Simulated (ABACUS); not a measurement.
**Te2Mo under changes of volume**

One of the cells (24.965 Å³/atom); the others are scaled copies at fixed shape and fractional positions:

```
Te Mo
1.0
     3.51820    0.00000    0.00000
    -1.75910    3.04685    0.00000
     0.00000    0.00000   13.97360
Te Mo
4 2
Direct
  0.66667 0.33333 0.37900
  0.33333 0.66667 0.87900
  0.66667 0.33333 0.12100
  0.33333 0.66667 0.62100
  0.66667 0.33333 0.75000
  0.33333 0.66667 0.25000
```

```yaml
Program: ABACUS 3.10.1
Functional: PBEsol
Potentials_or_basis: PseudoDojo NC SR 0.4.1 PBEsol standard
Cutoff: 1129 eV
Density_cutoff: 4517 eV
Basis: plane waves
k_mesh: 9 × 9 × 2
Occupations: fermi-dirac, width 0.05 eV
Spin: no spin polarisation
```

```tsv
volume (Å³/atom)	energy over the lowest point (meV/atom)	pressure (GPa)	gap on the mesh (eV)	largest force (eV/Å)
23.467	?	?	?	?
23.966	9.75	3.9	0.72	0.574
24.466	1.33	1.5	0.73	0.266
24.965	0.00	-0.6	0.74	0.023
25.464	5.00	-2.6	0.76	0.288
25.963	15.66	-4.3	0.76	0.534
26.463	31.38	-5.8	0.77	0.762
```

**Question.** What does the run at 23.467 Å³/atom give?

**Answer.** Energy over the lowest point 26.10 meV/atom; pressure 6.6 GPa; gap on the mesh 0.70 eV; largest force 0.916 eV/Å.

Worked out: A Birch-Murnaghan fit of order 3 (a polynomial in V^(-2/3)) to the other rows has its minimum at 24.81 Å³/atom with B0 = V·E''(V) = 104 GPa and B' = 4.6 at fixed shape and positions, which overstates the stiffness. It gives 26.10 meV/atom at 23.467 Å³/atom, against the run's 26.10, and -dE/dV = 6.6 GPa, against 6.6. A parabola through the other rows of the gap, of slope 0.735 eV per unit of ln V there, extrapolates to 0.70 eV, against the run's 0.70.

Energies are extrapolated to zero smearing.

Caveats: spin-orbit coupling is left out, which moves the levels of the heavy elements; an odd mesh through Γ misses points on the zone boundary, where band edges often lie; this functional lacks dispersion, which binds the layers, so the pressure and a relaxed spacing across them are unreliable.
